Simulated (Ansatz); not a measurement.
Here is an unrelaxed guess for C.

```xyz
6
Lattice="1.5353 -1.8762 0.0000 1.5353 1.8762 0.0000 0.0000 0.0000 4.6350" Properties=species:S:1:pos:R:3 pbc="T T T"
C     1.5353    1.0961    3.0949
C     1.5353   -1.0961    3.0949
C     1.5353   -1.0961    1.5401
C     1.5353    1.0961    1.5401
C     1.5353    0.7798    0.0000
C     1.5353   -0.7798    0.0000
```

Theory: DFT PBE, scalar-relativistic, plane waves, PAW (Ansatz 0.2.0). Settings: cutoff 420 eV, Γ-centred mesh 8×8×4 on the computed 6-atom cell, Gaussian smearing of 0.10 eV; no spin polarisation.

Energies count from the standard state of C at the same level.

Question: What does a single point on this coarse mesh give?

Answer: The pressure is 144.7 GPa (the mean over three directions, positive in compression), the largest force is 4.30 eV/Å, and the energy is +2.77 eV/atom against the standard state. The shortest distance is 1.55 Å.

Question: Is it a good guess?

Answer: A poor one: relaxing gains about 2.8 eV/atom (the start's value is from the coarse mesh, so the gain is rough) in 68 ionic steps and ends at 0.00 eV/atom on the finer mesh. The symmetry stays Cmmm (No. 65). The volume per atom grows by 155.3 %, from 4.5 to 11.4 Å³. The shortest distance goes from 1.55 Å (C–C) to 1.42 Å (C–C). Conventional cell: a = 2.467 Å, b = 4.272 Å, c = 12.938 Å. C on a site of symmetry m is surrounded by 3 C at 1.42 Å; C on a site of symmetry m2m is surrounded by 3 C at 1.42 Å.

The last run used an 18×18×4 mesh (in the run's order of axes) for its 6-atom cell and Gaussian smearing of 0.10 eV. No dispersion correction is applied, so the spacing and binding between layers, chains or molecules are poorly described. The reference form of C is held partly by dispersion forces, which this level lacks. The relaxation can't lower the symmetry of the start, and the grade says only how near the guess is to its own end. Symmetry constrained the relaxation, so the result can be a saddle point.
